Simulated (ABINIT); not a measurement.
## TiB2: equation of state with RPBE

Crystal: TiB2.

```
Ti B
1.0
     3.02920    0.00000    0.00000
    -1.51460    2.62336    0.00000
     0.00000    0.00000    3.22840
Ti B
1 2
Direct
  0.00000 0.00000 0.00000
  0.66667 0.33333 0.50000
  0.33333 0.66667 0.50000
```

```
Program             : ABINIT 10.8.3 (patched build)
Task                : equation of state
Functional          : RPBE
Potentials or basis : JTH PAW PBE v2.0
Cutoff              : 408 eV
k mesh              : 10 × 10 × 8
Occupations         : fermi-dirac, width 0.05 eV
Spin                : no spin polarisation
```

- Equilibrium volume: 8.73 Å³/atom
- Bulk modulus at fixed shape and positions: 244 GPa
- Pressure derivative of the bulk modulus: 4.0

Energy against volume, from the lowest point:
| volume (Å³/atom) | energy (meV/atom) |
| --- | --- |
| 8.039 | 48.39 |
| 8.210 | 26.58 |
| 8.381 | 11.65 |
| 8.552 | 2.99 |
| 8.723 | 0.00 |
| 8.894 | 2.10 |
| 9.065 | 8.92 |

Wall time 95 s on 1 thread of Arm Neoverse V1 (shared host), peak memory 0.14 GiB.

Caveat: pressures at fixed basis lie under the slope of the energies; the cell was scaled at fixed shape and fractional positions, which overstates the stiffness of a crystal with free parameters, most of all of layers and chains; the PAW data sets were made with another functional, which shifts forces and pressure a little; the atomic spheres overlap.
